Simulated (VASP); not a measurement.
# VASP inputs for SrCl$_{2}$ (strained fluorite)

INCAR

```
NELM = 120
ISIF = 2
ISMEAR = -1
PREC = Accurate
NBANDS = 19
NSW = 0
SIGMA = 0.02
LASPH = .TRUE.
LREAL = .FALSE.
LWAVE = .FALSE.
LCHARG = .FALSE.
ENCUT = 520
IBRION = -1
GGA = PE
EDIFF = 1E-7
```

KPOINTS

```
KPOINTS created by Atomic Simulation Environment
0
Gamma
6 6 6
0 0 0
```

KPOINTS_OPT

```
special points
7
Reciprocal
0.0000000000 0.0000000000 0.0000000000 1
0.5000000000 0.0000000000 0.5000000000 1
0.6250000000 0.2500000000 0.6250000000 1
0.3750000000 0.3750000000 0.7500000000 1
0.5000000000 0.5000000000 0.5000000000 1
0.5000000000 0.2500000000 0.7500000000 1
0.0000000000 0.5000000000 0.5000000000 1
```

POSCAR

```
Sr Cl
 1.0000000000000000
     0.0000000000000000    3.4977180852999998    3.4977180852999998
     3.4802294948000001    0.0000000000000000    3.4977180852999998
     3.4802294948000001    3.4977180852999998    0.0000000000000000
 Sr  Cl
   1   2
Cartesian
  0.0000000000000000  0.0000000000000000  0.0000000000000000
  1.7401147473999998  1.7488590426499997  1.7488590426499997
  5.2203442422000004  5.2465771279499984  5.2465771279499984
```

VASP ran with the recommended PBE PAW datasets (24 valence electrons in the cell).

Question: What does this run give?

Answer: gap between bands v and c 5.31 eV; least direct gap 5.49 eV; pressure 1.0 GPa.

Band v is the last that the valence electrons fill when counted band by band, and c is the next. Levels in eV from the top of v:

```csv
point,v−1,v,c,c+1
Γ,-0.37,-0.33,5.31,6.06
X,-0.40,-0.03,5.49,7.00
K,-0.55,-0.14,5.93,7.09
L,-1.07,-1.06,6.68,6.69
W,-0.35,-0.13,6.22,6.97
```
